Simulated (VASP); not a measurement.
# Ta (Im-3m) in VASP: a series of runs, part 2 of 2

VASP 6.6.1.

### 4 Relaxation of cell and atoms, PBE, target pressure 50.2 GPa, at which the enthalpy is minimised

This run uses another cell than the first one, of 15.22 Å³/atom, 1.007 times its volume.

File INCAR:

```
SYSTEM = Ta
  PREC = Accurate
  ENCUT = 600
  EDIFF = 1E-7
  ISMEAR = 1
  SIGMA = 0.1
  LREAL = .False.
  LASPH = .True.
  NELM = 80
  ALGO = Normal
  ISIF = 3
  LWAVE = .False.
  LCHARG = .False.
  GGA = PE
  IBRION = 2
  NSW = 90
  EDIFFG = -0.005
  PSTRESS = 502.0
```

File KPOINTS:

```
regular mesh
0
Gamma
  16 16 16
  0 0 0
```

File POSCAR:

```
Ta                                      
1.0
   -1.5610989877      1.5610989877      1.5610989877
    1.5610989877     -1.5610989877      1.5610989877
    1.5610989877      1.5610989877     -1.5610989877
  Ta            
     1
Direct
     0.0000000000000000    0.0000000000000000    0.0000000000000000
```

Potentials or basis: VASP PAW PBE potentials, release 64 (Ta_pv).

The run is started by

```console
> cat potpaw_PBE.64/Ta_pv/POTCAR > POTCAR
> mpirun -np 1 vasp_std > vasp.out
```

OUTCAR:

```text
SYSTEM = Ta
   PREC = Accurate
   ENCUT = 600
   EDIFF = 1E-7
   ISMEAR = 1
   LREAL = .False.
   LASPH = .True.
   NELM = 80
   ISIF = 3
   GGA = PE
   IBRION = 2
   NSW = 90
   EDIFFG = -0.005
   PSTRESS = 502.0

 ion  position               nearest neighbor table
   1  0.000  0.000  0.000-

  LATTYP: Found a body centered cubic cell.
 ALAT       =     3.1221979754

  Lattice vectors:

 A1 = (  -1.5610989877,   1.5610989877,   1.5610989877)
 A2 = (   1.5610989877,  -1.5610989877,   1.5610989877)
 A3 = (   1.5610989877,   1.5610989877,  -1.5610989877)

Analysis of symmetry for initial positions (statically):
=====================================================================
 Subroutine PRICEL returns:
 Original cell was already a primitive cell.

 Routine SETGRP: Setting up the symmetry group for a
 body centered cubic supercell.

 Subroutine GETGRP returns: Found 48 space group operations
 (whereof 48 operations were pure point group operations)
 out of a pool of 48 trial point group operations.

The static configuration has the point symmetry O_h .

Analysis of symmetry for dynamics (positions and initial velocities):
=====================================================================
 Subroutine PRICEL returns:
 Original cell was already a primitive cell.

 Routine SETGRP: Setting up the symmetry group for a
 body centered cubic supercell.

 Subroutine GETGRP returns: Found 48 space group operations
 (whereof 48 operations were pure point group operations)
 out of a pool of 48 trial point group operations.

The dynamic configuration has the point symmetry O_h .

 Subroutine INISYM returns: Found 48 space group operations
 (whereof 48 operations are pure point group operations),
 and found     1 'primitive' translations

----------------------------------------------------------------------------------------

                                     Primitive cell

  volume of cell :      15.2178

  direct lattice vectors                    reciprocal lattice vectors
    -1.561098988  1.561098988  1.561098988     0.000000000  0.320287185  0.320287185
     1.561098988 -1.561098988  1.561098988     0.320287185  0.000000000  0.320287185
     1.561098988  1.561098988 -1.561098988     0.320287185  0.320287185  0.000000000

  length of vectors
     2.703902762  2.703902762  2.703902762     0.452954481  0.452954481  0.452954481

  position of ions in fractional coordinates (direct lattice)
     0.000000000  0.000000000  0.000000000

  ion indices of the primitive-cell ions
   primitive index   ion index
                 1           1

----------------------------------------------------------------------------------------

 KPOINTS: regular mesh

Automatic generation of k-mesh.
 Grid dimensions read from file:
 generate k-points for:   16   16   16

 Generating k-lattice:

  Cartesian coordinates                     Fractional coordinates (reciprocal lattice)
     0.000000000  0.020017949  0.020017949     0.062500000  0.000000000  0.000000000
     0.020017949  0.000000000  0.020017949     0.000000000  0.062500000  0.000000000
     0.020017949  0.020017949  0.000000000     0.000000000  0.000000000  0.062500000

  Length of vectors
     0.028309655  0.028309655  0.028309655

  Shift w.r.t. Gamma in fractional coordinates (k-lattice)
     0.000000000  0.000000000  0.000000000

 Subroutine IBZKPT returns following result:
 ===========================================

 Found    145 irreducible k-points:

 Following reciprocal coordinates:
            Coordinates               Weight
  0.000000  0.000000  0.000000      1.000000
  0.062500  0.000000  0.000000     12.000000
  0.125000  0.000000  0.000000     12.000000
  0.187500  0.000000  0.000000     12.000000
  0.250000  0.000000  0.000000     12.000000
  0.312500  0.000000  0.000000     12.000000
[... 16 lines left out ...]
  0.187500  0.187500  0.000000     24.000000
  0.250000  0.187500  0.000000     48.000000
 [... further k-points ...]
   k-points           NKPTS =    145   k-points in BZ     NKDIM =    145   number of bands    NBANDS=      9
   number of dos      NEDOS =    301   number of ions     NIONS =      1
   total plane-waves  NPLWV =  13824
   dimension x,y,z NGX =    24 NGY =   24 NGZ =   24
   dimension x,y,z NGXF=    48 NGYF=   48 NGZF=   48
   ions per type =               1
   NGX,Y,Z   is equivalent  to a cutoff of  14.76, 14.76, 14.76 a.u.
   NGXF,Y,Z  is equivalent  to a cutoff of  29.51, 29.51, 29.51 a.u.
 SYSTEM =  Ta
   PREC   = accura    normal or accurate (medium, high low for compatibility)
   ISTART =      0    job   : 0-new  1-cont  2-samecut
   ICHARG =      2    charge: 1-file 2-atom 10-const
   ISPIN  =      1    spin polarized calculation?
   LNONCOLLINEAR =      F non collinear calculations
   LSORBIT =      F    spin-orbit coupling
   LASPH  =      T    aspherical Exc in radial PAW
   ENCUT  =  600.0 eV  44.10 Ry    6.64 a.u.   5.40  5.40  5.40*2*pi/ulx,y,z
   NELM   =     80;   NELMIN=  2; NELMDL= -5     # of ELM steps
   EDIFF  = 0.1E-06   stopping-criterion for ELM
   LREAL  =      F    real-space projection
   EDIFFG = -.5E-02   stopping-criterion for IOM
   NSW    =     90    number of steps for IOM
   IBRION =      2    ionic relax: 0-MD 1-quasi-New 2-CG
   NFREE  =      1    steps in history (QN), initial steepest desc. (CG)
   ISIF   =      3    stress and relaxation
   ISYM   =      2    0-nonsym 1-usesym 2-fastsym
   POTIM  = 0.5000    time-step for ionic-motion
   TEBEG  =    0.0;   TEEND  =   0.0 temperature during run
   PSTRESS=  502.0 pullay stress
   NELECT =      11.0000    total number of electrons
   NUPDOWN=      -1.0000    fix difference up-down
   EMIN   =  10.00;   EMAX   =-10.00  energy-range for DOS
   EFERMI =   0.00;   METHOD = LEGACY
   ISMEAR =     1;   SIGMA  =   0.10  broadening in eV -4-tet -1-fermi 0-gaus
   EFERMI_NEDOS =   21; number of points for ismear=-14 and -15
   IALGO  =     38    algorithm
   IMIX   =      4    mixing-type and parameters
     AMIX     =   0.40;   BMIX     =  1.00
     AMIX_MAG =   1.60;   BMIX_MAG =  1.00
  volume/ion in A,a.u.               =      15.22       102.69
  Fermi-wavevector in a.u.,A,eV,Ry     =   1.469226  2.776435 29.369879  2.158625
  Thomas-Fermi vector in A             =   2.584629
   LORBIT       =      0    0 simple, 1 ext, 2 COOP (PROOUT), +10 PAW based schemes
   GGA     = PE    functional components
   LHFCALC =     F    Hartree Fock is set to
   AEXX    =    0.0000 exact exchange contribution
   IVDW    =     0    specifies the selected vdW correction
   LEPSILON=     F    determine dielectric tensor
   LRPA    =     F    only Hartree local field effects (RPA)
 conjugate gradient relaxation of ions
 non-spin polarized calculation
 Methfessel and Paxton  Order N= 1 SIGMA  =   0.10
  energy-cutoff  :      600.00
  volume of cell :       15.22
 maximum number of plane-waves:       532
 NGX is ok and might be reduce to    24
   NGX = 11   NGY = 11   NGZ = 11

 number of electron      11.0000000 magnetization

 Free energy of the ion-electron system (eV)
  ---------------------------------------------------
  ext. energy  EPLUGINS =         0.00000000
  ---------------------------------------------------
  free energy    TOTEN  =       -11.38910140 eV

  energy without entropy =      -11.38878185  energy(sigma->0) =      -11.38899488

 E-fermi :   6.9843     XC(G=0): -13.5037

 val. band max:        6.9836555126   @ k =   0.3125   0.0000   0.0000
 cond. band min:       7.0030362037   @ k =  -0.3750   0.5000   0.0625
 fundamental gap:      0.0193806911
 Fermi energy:         6.9843234553

 k-point     1 :       0.0000    0.0000    0.0000
  band No.  band energies     occupation
      1     -25.4349      2.00000
      2     -25.4349      2.00000
      3     -25.4349      2.00000
      4      -1.5774      2.00000
      5       7.6400     -0.00000
      6       7.6400     -0.00000
      7       7.6400     -0.00000
      8      11.5419      0.00000
      9      11.5419      0.00000
[... 265 lines left out ...]
 k-point    24 :       0.2500    0.1875    0.0000
  band No.  band energies     occupation
      1     -27.0198      2.00000
      2     -26.0917      2.00000
      3     -25.6134      2.00000
      4       2.9575      2.00000
      5       5.2861      2.00000
      6       6.3228      2.00000
      7      10.7815      0.00000
      8      12.7661      0.00000
      9      15.1699      0.00000

 [... further k-points ...]

------------------------ aborting loop because EDIFF is reached ----------------------------------------

  FORCE on cell =-STRESS in cart. coord.  units (eV):
  Direction    XX          YY          ZZ          XY          YZ          ZX
  --------------------------------------------------------------------------------------
  -------------------------------------------------------------------------------------
  Total        4.7728045      4.7728045      4.7728045     -0.0000000      0.0000000     -0.0000000
  in kB      502.4963450    502.4963450    502.4963450     -0.0000000      0.0000000     -0.0000000
  external PRESSURE =       0.4963450 kB  Pullay stress =     502.0000000 kB

 VOLUME and BASIS-vectors are now :
 -----------------------------------------------------------------------------
  energy-cutoff  :      600.00
  volume of cell :       15.22
      direct lattice vectors                 reciprocal lattice vectors
    -1.561098988  1.561098988  1.561098988     0.000000000  0.320287185  0.320287185
     1.561098988 -1.561098988  1.561098988     0.320287185  0.000000000  0.320287185
     1.561098988  1.561098988 -1.561098988     0.320287185  0.320287185  0.000000000

 POSITION                                       TOTAL-FORCE (eV/Angst)
 -----------------------------------------------------------------------------------
      0.00000      0.00000      0.00000         0.000000     -0.000000      0.000000
 -----------------------------------------------------------------------------------
    total drift:                               -0.000000      0.000000      0.000000

  FREE ENERGIE OF THE ION-ELECTRON SYSTEM (eV)
  ---------------------------------------------------
  free  energy   TOTEN  =       -11.3891013989 eV

  energy  without entropy=      -11.3887818546  energy(sigma->0) =      -11.38899488

  enthalpy is  TOTEN    =        -6.6210113103 eV   P V=        4.7680900886

 reached required accuracy - stopping structural energy minimisation
```

OSZICAR:

```text
N       E                     dE             d eps       ncg     rms          rms(c)
DAV:   1     0.542877869492E+02    0.54288E+02   -0.72992E+03  2610   0.135E+03
DAV:   2    -0.110134306003E+02   -0.65301E+02   -0.64145E+02  3440   0.274E+02
DAV:   3    -0.117369382910E+02   -0.72351E+00   -0.70100E+00  2944   0.272E+01
DAV:   4    -0.117421775974E+02   -0.52393E-02   -0.52457E-02  3005   0.178E+00
DAV:   5    -0.117422103497E+02   -0.32752E-04   -0.32752E-04  2857   0.122E-01    0.182E+01
DAV:   6    -0.114818219484E+02    0.26039E+00   -0.23545E-01  2707   0.634E+00    0.958E+00
DAV:   7    -0.113903502947E+02    0.91472E-01   -0.23521E-01  2723   0.607E+00    0.464E-01
DAV:   8    -0.113891016405E+02    0.12487E-02   -0.36587E-03  2862   0.820E-01    0.699E-02
DAV:   9    -0.113891042251E+02   -0.25846E-05   -0.36279E-05  2886   0.867E-02    0.353E-02
DAV:  10    -0.113891014875E+02    0.27376E-05   -0.27785E-06  3042   0.252E-02    0.422E-03
DAV:  11    -0.113891013989E+02    0.88545E-07   -0.71122E-08  1676   0.410E-03
   1 F= -.66210113E+01 E0= -.66209048E+01  d E =-.662101E+01
```

CONTCAR:

```text
Ta
   1.00000000000000
    -1.5610989877000001    1.5610989877000001    1.5610989877000001
     1.5610989877000001   -1.5610989877000001    1.5610989877000001
     1.5610989877000001    1.5610989877000001   -1.5610989877000001
  Ta
     1
Direct
     0.0000000000000000    0.0000000000000000    0.0000000000000000

  0.00000000E+00  0.00000000E+00  0.00000000E+00
```

Wall time 6.4 s (1 thread of Intel Xeon 6975P-C (Granite Rapids), shared host); peak memory 0.15 GiB.

Results:

```yaml
Free_energy: -11.3891 eV
Pressure_after_relaxing: 50.2 GPa
Band_gap_on_the_k_mesh: none (metal or under the smearing width)
```

Final structure:
```
CELL_PARAMETERS angstrom
-1.56110 1.56110 1.56110
1.56110 -1.56110 1.56110
1.56110 1.56110 -1.56110
ATOMIC_POSITIONS crystal
Ta 0.00000 0.00000 0.00000
```

Caveat: the relaxation stopped at its first step, so nothing moved; the cell is relaxed towards a set pressure, so the enthalpy falls and the energy may rise. Spin-orbit coupling is left out, which matters for the levels of Ta.

### 5 Relaxation of cell and atoms, PBEsol, target pressure 20.8 GPa, at which the enthalpy is minimised

This run uses another cell than the first one, of 18.01 Å³/atom, 1.191 times its volume.

File INCAR:

```
SYSTEM = Ta
PREC = Accurate
ENCUT = 600
EDIFF = 1E-6
ISMEAR = 1
SIGMA = 0.1
LREAL = .FALSE.
LASPH = .TRUE.
NELM = 80
ALGO = Normal
ISIF = 3
LWAVE = .FALSE.
LCHARG = .FALSE.
GGA = PS
IBRION = 2
NSW = 90
EDIFFG = -0.01
PSTRESS = 208.0
```

File KPOINTS:

```
regular mesh
0
G
  16 16 16
  0 0 0
```

File POSCAR:

```
Ta
1.0
   -1.6512800000      1.6512800000      1.6512800000
    1.6512800000     -1.6512800000      1.6512800000
    1.6512800000      1.6512800000     -1.6512800000
Ta
1
Direct
    0.0000000000      0.0000000000      0.0000000000
```

The run is started by

```console
> cat potpaw_PBE.64/Ta_pv/POTCAR > POTCAR
> mpirun -np 1 vasp_std > vasp.out
```

Wall time 22 s (1 thread of Intel Xeon 6975P-C (Granite Rapids), shared host); peak memory 0.17 GiB.

The run converged. Its results:

| Quantity | Value |
| --- | --- |
| Free energy | -12.4576 eV |
| Relaxed volume | 16.22 Å³/atom |
| Relaxed cell | a = 2.762 Å, b = 2.762 Å, c = 2.762 Å, α = 109.47°, β = 109.47°, γ = 109.47° |
| Space group after relaxing (to 0.05 Å) | Im-3m (No. 229) |
| Energy change on relaxing (the enthalpy is what falls) | +85.7 meV/atom |
| Ionic steps | 5 |
| Pressure after relaxing | 20.8 GPa |
| Band gap on the k mesh | none (metal or under the smearing width) |

The path:
| step | energy change (eV) | largest force (eV/Å) | pressure (GPa) | volume (Å³) |
| --- | --- | --- | --- | --- |
| 1 | 0.0000 | 0.0000 | -3.50 | 18.01 |
| 2 | 2.3956 | 0.0000 | 181.68 | 11.79 |
| 3 | 0.0588 | 0.0000 | 16.98 | 16.45 |
| 4 | 0.0778 | 0.0000 | 19.73 | 16.28 |
| 5 | 0.0857 | 0.0000 | 20.79 | 16.22 |

Final structure:
```
Ta
1.0
    -1.59462    1.59462    1.59462
     1.59462   -1.59462    1.59462
     1.59462    1.59462   -1.59462
Ta
1
Direct
  0.00000 0.00000 0.00000
```

Levels at points of the mesh, in eV from the Fermi level:
```
           k point  band 2  band 3  band 4  band 5  band 6  band 7  band 8  band 9
(0.00, 0.00, 0.00)  -32.58  -32.58   -8.31    0.72    0.72    0.72    4.37    4.37
(0.50, 0.00, 0.00)  -33.11  -32.60   -4.88   -1.88    2.18    4.34    5.49    8.91
(0.50, 0.50, 0.50)  -33.72  -33.72   -4.48   -4.48    7.75    7.75    7.75    9.70
```

Caveat: the cell is relaxed towards a set pressure, so the enthalpy falls and the energy may rise; the PAW data sets were made with another functional, which shifts forces and pressure a little. The run has no spin-orbit coupling, so splittings on Ta are missing.

### 6 The runs side by side

```tsv
level	cell	target pressure	gap on the mesh (eV)	pressure (GPa)
r2SCAN	relaxed to 50.2 GPa	50.2 GPa	none	50.2
PBE	relaxed to 50.2 GPa	50.2 GPa	none	50.2
PBEsol	relaxed to 20.8 GPa	20.8 GPa	none	20.8
```

Alike in all rows: task relaxation of cell and atoms; potentials or basis VASP PAW PBE potentials, release 64 (Ta_pv); no spin polarisation; k mesh 16 × 16 × 16; cutoff (eV) 600; smearing methfessel-paxton 0.1 eV.

Caveats: the cell is relaxed towards a set pressure, so the enthalpy falls and the energy may rise; the relaxation stopped at its first step, so nothing moved (some runs); the PAW data sets were made with another functional, which shifts forces and pressure a little (some runs).

Total energies depend on the potentials used, so only differences within one code and one set of settings carry meaning.
